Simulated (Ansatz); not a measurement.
# Al2Cu: energy along a strain

Al2Cu, Fm-3m, a = 5.783 Å. The structure is a Materials Project entry; whether it is the stable form wasn't checked. Ansatz: PBE, PAW, 420 eV, Γ-centred 16×16×16 mesh on 3 atoms, Gaussian smearing 0.15 eV; no spin polarisation. Cell vectors (Å): -2.045 2.045 2.891; 2.045 -2.045 2.891; 2.045 2.045 -2.891. The cell is strained by x per cent times the pattern (0 0 1 0 0 0) in the order xx yy zz yz xz xy (engineering shears), with fractional coordinates held. y is the free energy over the start, V0 = 16.116 Å³/atom. Points with a strain past 8.5 % were computed too (3) and aren't used here.

| x (%) | y (meV/atom) |
| --- | --- |
| -7.50 | ? |
| -5.00 | 23.14 |
| -2.50 | 5.48 |
| 0.00 | 0.00 |
| 2.50 | 4.62 |
| 5.00 | 17.45 |
| 7.50 | 36.89 |

Task: Fit y = c2 x² + c3 x³ to the other rows, get the stiffness along the pattern, and predict the missing energy.

Result: Least squares on the rows shown. y = 0.81568 x² − 0.021545 x³. The clamped-ion stiffness p·C·p = 2 × 8.157 eV × 160.2 / 16.116 Å³ = 162 GPa, which is C33 in these axes. At x = -7.50 the fit asked for gives 54.97 meV/atom. The run gave 55.57 meV/atom, so the fit is 0.60 meV/atom too low, 1.1 % of the span of the series, against an rms of 0.14 meV/atom on the fitted rows. The row lies outside the fitted range. With a term in x⁴ added, a fit to the same known rows predicts 56.11 meV/atom, which misses by about as much or more on the other side: the known rows don't fix the higher terms.

Cost: 10 runs of about 2.3 core-minutes in all, on Intel Xeon Platinum 8259CL (Skylake/Cascade Lake) (shared hosts).